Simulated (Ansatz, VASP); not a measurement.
One calculation of BAs, two programs

```
CELL_PARAMETERS angstrom
0.00000 2.38850 2.38850
2.38850 0.00000 2.38850
2.38850 2.38850 0.00000
ATOMIC_POSITIONS crystal
As 0.75000 0.75000 0.75000
B 0.00000 0.00000 0.00000
```

Alike in both runs: task band structure; functional PBEsol0; k mesh 5 × 5 × 5; occupations fermi-dirac, width 0.05 eV; no spin polarisation.

|  | VASP | Ansatz |
| --- | --- | --- |
| version | VASP 6.6.1 | Ansatz 0.2.0 |
| potentials or method | VASP PAW PBE potentials, release 64 (As, B) | Ansatz PAW |
| plane-wave cutoff (eV) | 520 | 420 |
| valence electrons in the cell | 8 | 18 |

```csv
,VASP,Ansatz,Ansatz less VASP
gap on the k mesh at the Fermi level (eV),2.51,2.46,-0.046
least direct gap on the mesh (eV),4.82,4.78,-0.042
pressure (GPa),-2.9,-2.8,+0.03
```

The two sets of potentials don't hold the same shells in valence.

Caveats: the k mesh is coarse (spacing up to 0.46 Å⁻¹), so the values aren't converged, least of all with exact exchange; an unscreened hybrid on a path of extra k points without a Coulomb cutoff has errors near the mesh points, so the bands along the path aren't reliable (VASP); the PAW data sets were made with another functional, which shifts forces and pressure a little (VASP); an odd mesh through Γ misses points on the zone boundary, where band edges often lie (VASP); the PAW data sets come from PBE, with cores solved anew for the run's functional, which leaves a small shift of forces and pressure (Ansatz); the thresholds are loose for stress (Ansatz).
